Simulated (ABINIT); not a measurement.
AgCl (Chlorargyrite):

```
Ag Cl
1.0
     0.00000    2.73500    2.73500
     2.73500    0.00000    2.73500
     2.73500    2.73500    0.00000
Ag Cl
1 1
Cartesian
  0.0000 0.0000 0.0000
  2.7350 2.7350 2.7350
```

Base run:

```yaml
Program: ABINIT 10.8.3 (patched build)
Functional: PBE
Potentials_or_basis: JTH PAW PBE v2.0
Cutoff: 680 eV
k_mesh: 8 × 8 × 8
Occupations: fermi-dirac, width 0.05 eV
Spin: no spin polarisation
```

Its results: band gap on the k mesh 0.90 eV, indirect (least direct gap 3.31 eV); pressure 3.9 GPa.

Problem. The run is repeated on the same cell with these changes: functional from PBE to PBEsol; potentials or basis from JTH PAW PBE v2.0 to PseudoDojo NC SR PBEsol v0.4.1 standard; cutoff from 680 eV to 1116 eV; valence electrons from 18 to 26. What comes out?

Solution. Band gap on the k mesh 0.73 eV, indirect (least direct gap 3.18 eV); pressure -0.7 GPa.

Not every run made on this cell is shown here.
